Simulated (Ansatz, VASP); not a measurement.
# Pt: VASP beside Ansatz

```
CELL_PARAMETERS angstrom
0.00000 1.96090 1.96090
1.96090 0.00000 1.96090
1.96090 1.96090 0.00000
ATOMIC_POSITIONS crystal
Pt 0.00000 0.00000 0.00000
```

Alike in both runs: task single point; functional PBE; k mesh 12 × 12 × 12; occupations gaussian, width 0.012 eV; no spin polarisation.

|  | VASP | Ansatz |
| --- | --- | --- |
| version | VASP 6.6.1 | Ansatz 0.2.0 |
| potentials or method | VASP PAW PBE potentials, release 64 (Pt) | Ansatz PAW |
| plane-wave cutoff (eV) | 520 | 420 |
| valence electrons in the cell | 10 | 18 |

VASP gave:

```
gap on the k mesh at the Fermi level (eV) : none
pressure (GPa)                            : 9.7
```

Estimate Ansatz's values.

gap on the k mesh at the Fermi level (eV): none; pressure (GPa): 10.2.

A gap of «none» marks a metal or a gap that the smearing closes. The two sets of potentials don't hold the same shells in valence.

The runs have no spin-orbit coupling, so splittings on Pt are missing.
